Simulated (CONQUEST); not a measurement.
This CONQUEST 1.3 run on Br needs a look.

File Conquest_input:

```
IO.Title Br
IO.Coordinates coords.dat
IO.FractionalAtomicCoords T
IO.Iprint 2
IO.Iprint_init 1
General.NumberOfSpecies 1
General.PseudopotentialType hamann
AtomMove.TypeOfRun static
AtomMove.FullStress T
DM.SolutionMethod diagon
Diag.MPMesh T
Diag.GammaCentred T
Diag.MPMeshX 5
Diag.MPMeshY 5
Diag.MPMeshZ 2
Diag.kT 0.00734986
minE.SCTolerance 1e-6
Diag.SmearingType 1
Diag.MPOrder 1
SC.MaxIters 60
IO.AtomChargeOutput T
Grid.Cutoff 150
%block ChemicalSpeciesLabel
1 79.900 Br
%endblock
```

File coords.dat:

```
    5.2884061187     0.0000000000     0.0000000000
    0.0000000000     5.3861314155     0.0000000000
    0.0000000000     0.0000000000    13.7396733083
2
  0.0000000000   0.0000000000   0.0000000000 1 T T T
  0.5000000000   0.5000000000   0.5000000000 1 T T T
```

Potentials or basis: PseudoDojo NC PBE, SZ.

The run is started by

```sh
$ Conquest
```

Output:

```text
Simulation cell dimensions:     5.2884 a0 x     5.3861 a0 x    13.7397 a0

      Atomic coordinates (a0)
         Atom         X         Y         Z  Species
            1    0.0000    0.0000    0.0000        1
            2    2.6442    2.6931    6.8698        1

         Monkhorst-Pack mesh:   5 x   5 x   2 gamma-centred
        This calculation includes non-local pseudopotentials,
         with a maximum core radius of      5.96702732

    Job title: Br
    Job to be run: static calculation

    Ground state search:
      Support functions represented with PAO basis
      1:1 PAO to SF mapping
      Non-spin-polarised electrons
      Solving for the K matrix using diagonalisation
      Using order  1 Methfessel-Paxton smearing

    Integration grid size:     20 x   20 x   48

    Integration grid spacing:  0.264 a0 x 0.269 a0 x 0.286 a0

    Number of species:  1
[... 77 lines left out ...]
          Total number of electrons        :        14.000026721649364
    PulayMixSC: Pulay iteration     8 residual:              0.55507E-06
    PulayMixSC: Reached SCF tolerance of  0.55507E-06 after      8 iterations
      | Number of electrons      =        14.000027
[... 1 line left out ...]
      |  screened ion-ion energy =       -22.592005036193004 Ha
      |  Ha correction           =         0.049232184095571 Ha
      |  XC correction           =        -3.058009869454748 Ha
      | GS Energy with kT -> 0   =       -31.409220069819565 Ha
      | Free Energy as E-TS      =       -31.409546812952332 Ha
      |* Harris-Foulkes energy   =       -31.408566583554034 Ha
      |* DFT total energy        =       -31.408566582893293 Ha
      |  estimated accuracy      =        -0.000000000660741 Ha

    force: Forces on atoms (Ha/a0)
    force:  Atom   X              Y              Z
    force:     1  -0.0000000000   0.0000000000   0.0000000000
    force:     2  -0.0000000000  -0.0000000000  -0.0000000000

    force: Maximum force :        0.00000000(Ha/a0) on atom         1 in z direction
    force: Force Residual:        0.00000000 Ha/a0
    force: Total stress:        -15.25807044     0.00000000     0.00000000 GPa
                             0.00000000    -9.87467942     0.00000000
                             0.00000000     0.00000000    -0.74116078
    force: Average pressure:      8.62463688 GPa

    force: Finished force
    get_E_and_F: Change in energy during last step of electronic optimisation:  0.70733E-06

    BIBLIOGRAPHY: Please consider citing the following references in the conquest.bib file

    CONQUEST:         Bowler2002pt, Miyazaki2004, Nakata2020
    Basis:            Bowler2019
    DM:               Bowler:2006xr
    Pseudopotentials: Hamann2013, Bowler2019
    XC functional:    Perdew1996
```

What happened, and what is wrong with the input?

The calculation finished and met its thresholds. The input holds a flaw that was put in on purpose: misspelt key is ignored (Grid.GridCutoff = left out; Grid.Cutoff = 150). The program doesn't stop on it, so the numbers can't be trusted though the run ends normally.
